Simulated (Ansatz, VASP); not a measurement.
## HfC: programs and potentials compared

The starting cell:

```
Hf C
1.0
     0.00000    2.32500    2.32500
     2.32500    0.00000    2.32500
     2.32500    2.32500    0.00000
Hf C
1 1
Direct
  0.50000 0.50000 0.50000
  0.00000 0.00000 0.00000
```

Alike in all runs: task relaxation of cell and atoms; functional RPBE; dispersion D3(BJ); k mesh 10 × 10 × 10; occupations fermi-dirac, width 0.05 eV; no spin polarisation; no spin-orbit coupling.

```
                        program and potentials  plane-wave cutoff (eV)                                                                                          notes  equilibrium volume (Å³/atom)
                            Ansatz, Ansatz PAW                     420  potentials made for PBE, which Ansatz adapts in part; 15 valence electrons an atom on average                         11.25
Ansatz, all-electron LAPW, scalar-relativistic                       -                                                                                              -                         11.25
          VASP, PBE PAW files C, Hf_pv, 600 eV                     600                                potentials made for PBE; 7 valence electrons an atom on average                         11.24
```

The equilibrium volume spans 11.24 (VASP, PBE PAW files C, Hf_pv, 600 eV) to 11.25 Å³/atom (Ansatz, all-electron LAPW, scalar-relativistic), with all-electron results at 11.25. Some sets were made for another functional than the one run, which can shift their rows. Relaxations stop with a little pressure left, so the last digit of a volume isn't settled.

The functional is the same throughout but for its coding, so the spread measures potentials, basis and numerics; runs on potential files found faulty are left out.
